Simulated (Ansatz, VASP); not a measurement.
HfH6 in VASP and in Ansatz

```
Hf H
1.0
     3.33387    0.00000    0.00000
     0.00000    3.33387    0.00000
     0.00000    0.00000    3.33387
Hf H
1 6
Direct
  0.00000 0.00000 0.00000
  0.16154 0.50000 0.50000
  0.50000 0.16154 0.50000
  0.83846 0.50000 0.50000
  0.50000 0.83846 0.50000
  0.50000 0.50000 0.16154
  0.50000 0.50000 0.83846
```

Change from the starting cell: species swapped into the LaB6 type (Pm-3m, No. 221).

Alike in both runs: functional PBE; k mesh 12 × 12 × 12; occupations gaussian, width 0.1 eV; no spin polarisation.

Ansatz relaxed the structure, and its values are those at the end. VASP's run is a single point on that final structure, the one shown.

```csv
,VASP,Ansatz
version,VASP 6.6.1,Ansatz 0.2.0
potentials or method,"VASP PAW PBE potentials, release 64 (Hf_pv, H)","scalar-relativistic, plane waves, PAW"
plane-wave cutoff (eV),520,420
valence electrons in the cell,16,32
```

|  | VASP | Ansatz | Ansatz less VASP |
| --- | --- | --- | --- |
| gap on the k mesh at the Fermi level (eV) | none | none | - |
| pressure (GPa) | -1.0 | 0.0 | +1.02 |
| rms of the force components (eV/Å) | 0.006 | 0.001 | -0.0059 |

A gap of «none» marks a metal or a gap that the smearing closes. The functional is the same, so the differences come from potentials, cutoffs and numerics. The two sets of potentials don't hold the same shells in valence.

Spin-orbit coupling is left out, which matters for the levels of Hf.
